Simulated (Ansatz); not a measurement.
Zr:

```
CELL_PARAMETERS angstrom
3.23200 0.00000 0.00000
-1.61600 2.79899 0.00000
0.00000 0.00000 5.14700
ATOMIC_POSITIONS crystal
Zr 0.33465 0.67413 0.25390
Zr 0.66535 0.32587 0.74610
```

The cell isn't the ideal one: atom 2 moved 0.06 Å.

Base run:

```yaml
Program: Ansatz 0.2.0
Functional: PBEsol
Potentials_or_basis: Ansatz PAW
Cutoff: 420 eV
Density_cutoff: 1680 eV
k_mesh: 9 × 9 × 5
Occupations: fermi-dirac, width 0.05 eV
Spin: no spin polarisation
```

Its results: band gap on the k mesh none (metal or under the smearing width); pressure -3.2 GPa; largest force 0.151 eV/Å.

Problem. The run is repeated on the same cell with these changes: functional from PBEsol to LDA. What comes out?

Solution. Band gap on the k mesh none (metal or under the smearing width); pressure -6.0 GPa; largest force 0.141 eV/Å.

LDA binds more tightly than PBEsol, so the same cell stands under less pressure.

Caveats: the PAW data sets come from PBE, with cores solved anew for the run's functional, which leaves a small shift of forces and pressure.

Not every run made on this cell is shown here.
